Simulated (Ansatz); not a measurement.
## A film clamped to a substrate in GaAs

Theory: DFT PBE, scalar-relativistic, plane waves, PAW in Ansatz. Cutoff 420 eV, Γ-centred 10×10×10 k-points, Gaussian smearing of 0.03 eV. No spin polarisation. Energies are free energies at this smearing, counted from the undisturbed cell; pressure is positive in compression.

The undisturbed cell (relaxed at this level):

```
CELL_PARAMETERS angstrom
0.00000 2.87269 2.87269
2.87269 0.00000 2.87269
2.87269 2.87269 0.00000
ATOMIC_POSITIONS crystal
Ga 0.00000 0.00000 0.00000
As 0.75000 0.75000 0.75000
```

The cell (2 atoms, V0 = 47.41 Å³) is strained by p along both x and y and by q along z, fractional coordinates fixed. τp = (1/V0) ∂E/∂p = (σxx + σyy)(1 + p)(1 + q) and τq = (1/V0) ∂E/∂q = σzz(1 + p)², with tension positive.

| p | q | ΔE (meV/atom) | τp (GPa) | τq (GPa) |
| --- | --- | --- | --- | --- |
| 0.000 | 0.000 | 0.00 | 0.02 | 0.01 |
| -0.025 | 0.000 | 13.87 | -7.76 | -2.29 |
| 0.025 | 0.000 | 12.03 | 6.31 | 1.87 |
| 0.000 | -0.025 | 4.67 | -2.24 | -2.56 |
| 0.000 | 0.025 | 4.45 | 1.85 | 2.35 |

Q: Get the second derivatives of the energy density.

A: Central differences give A = ∂τp/∂p = 281 GPa (C11 + C22 + 2 C12), C = ∂τq/∂q = 98 GPa (C33) and the cross term B = ∂τq/∂p = 83 GPa (C13 + C23); ∂τp/∂q = 82 GPa must equal B, and any difference shows higher-order terms. The ions are clamped. In a cubic crystal C11 = C = 98, C12 = B/2 = 42 GPa and A should be 2(C11 + C12) = 280 GPa; the bulk modulus is (C11 + 2 C12)/3 = 61 GPa.

Q: A film of this crystal grows with z along the normal on a substrate that imposes p. How does its thickness respond, and what does the misfit cost?

A: Count p and q from the stress-free cell. A free surface needs τq = 0, so q = −(B/C) p = -0.85 p. The energy density left is (A − B²/C) p²/2 = M p², with the biaxial modulus M = 105 GPa; a misfit of 1 % costs 1.56 meV/atom, against 2.08 meV/atom if the thickness were held.

The gap closes along the scan, which can put kinks into the curve.

The film thins under in-plane tension, but by far less than constant volume would require. Tetrahedral sp³ bonds resist stretching more than bending, so the lattice accommodates misfit partly by changing its bond angles, and free thickness lowers the cost of a 1 % misfit from 2.08 to 1.56 meV/atom. Compression costs more than equal tension along both strain paths, as expected from the steep short-range repulsion.

Clamping the ions loses nothing here: under these strains the site symmetry of zinc blende forbids any internal force on either sublattice, so the constants are also the relaxed-ion ones. They are softer than those measured for GaAs, probably because PBE underbinds the crystal and overestimates its lattice constant. The gap closure also disagrees with the real semiconductor, which should keep a clear gap at these strains; PBE's gap underestimation, aggravated by the expanded lattice, is the likely cause. The biaxial modulus holds for a (001) film only, since other orientations bring in the shear constant C44, for which internal relaxation does matter.
